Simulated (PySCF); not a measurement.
Two species compared at the same levels of theory.

First species: 1-butene, C4H8.
InChI=1S/C4H8/c1-3-4-2/h3H,1,4H2,2H3

Second species: C₃H₇N₃Si.
SMILES with atom numbers: `[CH3:1][c:2]1[cH:3][n:4][n:5]([SiH3:6])[n:7]1` (hydrogens: H8, H9, H10 on C1; H11 on C3; H12, H13, H14 on Si6)

Cartesian coordinates in Å at the GFN2-xTB level; atoms count from 1:
```
atom  x, y, z in Å
C1    -2.4271   -0.6111    0.0214
C2    -1.0671   -0.0198    0.0519
C3    -0.6811    1.3171    0.2881
N4     0.6326    1.3821    0.2387
N5     1.0370    0.1472   -0.0138
Si6    2.7323   -0.2778   -0.2194
N7     0.0391   -0.7177   -0.1335
H8    -2.7795   -0.7877    1.0377
H9    -3.1227    0.0660   -0.4700
H10   -2.4025   -1.5604   -0.5064
H11   -1.2855    2.1796    0.4800
H12    3.1657    0.2486   -1.5130
H13    2.7250   -1.7334   -0.1704
H14    3.4332    0.3667    0.8866
```

Levels: CAM-B3LYP/def2-SVPD for dipole moment, HOMO energy, LUMO energy, HOMO–LUMO gap, static isotropic polarisability and electronic spatial extent ⟨r²⟩ about the centre of nuclear charge; TDDFT CAM-B3LYP/def2-SVPD for lowest singlet excitation; TDA CAM-B3LYP/def2-SVPD for lowest triplet excitation (Tamm–Dancoff); GFN2-xTB for rotational constant A and rotational constant C. Geometries: GFN2-xTB. Each structure is a single optimised conformer of the isolated species, non-relativistic unless stated; the electronic structure was computed with PySCF and density fitting.

The conformers computed, where there is a choice (atom-mapped SMILES and torsion angles):
- `[CH2:1]=[CH:2][CH2:3][CH3:4]`: C1–C2–C3–C4 118°

(1) Which has the higher ⟨r²⟩?

(2) Which of the two has the higher LUMO energy, and by how much?

(3) Which of the two has the higher static isotropic polarisability, and by how much?

(4) Which has the higher S1 energy?

(5) Which of the two has the higher T1 energy, and by how much?

(6) Which has the higher HOMO–LUMO gap?

(7) Which has the higher dipole moment?

(8) Which of the two has the higher rotational constant A, and by how much?

Results:

(1) The second: 1006 bohr² against 361 bohr², a difference of 645 bohr².

(2) The first: 1.40 eV against 0.81 eV, a difference of 0.59 eV.

(3) The second: 79.9 au against 50.8 au, a difference of 29.1 au.

(4) The first: 7.36 eV against 6.21 eV, a difference of 1.15 eV.

(5) The second: 4.76 eV against 4.51 eV, a difference of 0.25 eV.

(6) The first: 10.18 eV against 9.60 eV, a difference of 0.58 eV.

(7) The second: 0.46 D against 0.39 D, a difference of 0.07 D.

(8) The first: 22.392 GHz against 6.415 GHz, a difference of 15.977 GHz.

On the first: In wavenumbers S1 is 59300 cm⁻¹ (1 eV = 8065.54 cm⁻¹). S1 lies 2.82 eV below the HOMO–LUMO gap; its leading configuration is HOMO→LUMO+1, weight 0.43, beside HOMO→LUMO, weight 0.39.

On the second: The principal polarisabilities are 58.7, 76.5 and 104.4 au; their mean is the isotropic value. In wavenumbers S1 is 50000 cm⁻¹ (1 eV = 8065.54 cm⁻¹). GFN2-xTB frequencies show an imaginary mode (33i cm⁻¹), so this geometry is no minimum at that level.
